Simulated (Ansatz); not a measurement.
Subject: the formation energy of AlSb (zinc blende, F-43m) from the elements. Reaction: Sb (R-3m) + Al (fcc) → AlSb (zinc blende). A negative value means that the right-hand side lies lower. The value is per atom of the solid.

AlSb (zinc blende, F-43m), 2 atoms in the cell, k-point mesh 10×10×10 on the run's own vectors.
```cif
data_AlSb
_chemical_formula_sum 'Al1 Sb1'
_space_group_name_H-M_alt 'P 1'
_space_group_IT_number 1
_cell_length_a 4.34813
_cell_length_b 4.34813
_cell_length_c 4.34813
_cell_angle_alpha 60.000
_cell_angle_beta 60.000
_cell_angle_gamma 60.000
loop_
_space_group_symop_operation_xyz
  'x, y, z'
loop_
_atom_site_label
_atom_site_type_symbol
_atom_site_fract_x
_atom_site_fract_y
_atom_site_fract_z
_atom_site_occupancy
Al1 Al 0.00000 0.00000 0.00000 1
Sb1 Sb 0.25000 0.25000 0.25000 1
```

Sb (R-3m), 2 atoms in the cell, k-point mesh 10×10×10 on the run's own vectors. Conventional cell: a = b = 4.3237 Å, c = 11.0488 Å, α = β = 90.00°, γ = 120.00°.

Al (fcc, Fm-3m), 1 atom in the cell, k-point mesh 26×26×26 on the run's own vectors. Conventional cell: a = b = c = 3.983 Å, α = β = γ = 90.00°.

All numbers come from Ansatz (a first-principles code), plane waves with PAW, its PAW set soft_1, cutoff 420 eV, 500 eV for r2SCAN. The structures are at rest with PBE+D3(BJ); other levels are single points on them. HSE06 runs on coarser k-point meshes, mended by the PBE difference between the two meshes. Some cells are metallic or hold partly filled levels, where a hybrid on a coarse mesh is less sure. Neutral cells; Fermi-Dirac smearing of at most 0.10 eV in the solids, energies taken to zero width. The lattices are those relaxed with PBE+D3(BJ), so at other levels the solids can be strained, which adds to the spread. A dispersion term (D3(BJ), or D4 for r2SCAN) was computed beside these levels and is taken off wherever the name lacks it. Static lattices, no vibrational contributions. Spin-orbit coupling is left out.

### Question
Predict the value from PBE.

### Answer
-0.18 eV/atom, for Sb (R-3m) + Al (fcc) → AlSb (zinc blende).

### Question
How does the value move with the functional?

### Answer
| Functional | value (eV/atom) | less PBE |
|---|---|---|
| PBE+D3(BJ) | -0.08 | 0.10 |
| r2SCAN | -0.27 | -0.09 |
| HSE06 | -0.30 | -0.12 |

The levels span 0.22 eV/atom, from HSE06 (-0.30) to PBE+D3(BJ) (-0.08).
